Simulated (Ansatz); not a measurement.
Wires are cut from relaxed bulk Ir (Fm-3m, 14.50 Å³/atom, gap on the mesh 0.00 eV); atoms and period are relaxed, and energies count from that bulk.

All numbers below come from Ansatz, DFT PBE, scalar-relativistic, plane waves, PAW.

Cutoff 420 eV, Gaussian smearing of 0.05 eV, energies at zero smearing, symmetry of each start kept, no spin polarisation.

```
                            start atoms k mesh excess energy (eV per host atom) line energy (eV/Å) period (Å) gap on the mesh (eV) highest filled level or Fermi level under vacuum (eV)
[001] wire, 4 host atoms a period      4  1×1×14                             2.824               2.982       3.789                     0                                                      -
[001] wire, 7 host atoms a period      7  1×1×14                             2.098               4.151       3.538                     0                                                   4.90
```

A dash: not computed, or not clear enough to read.

Spin-orbit coupling is left out, which matters for the bands of heavy elements.

Each run keeps its start's symmetry and one magnetic start, so lower states can exist.

Cost: 2 runs of about 6.7 core-minutes in all, on Arm Neoverse V2 (shared hosts).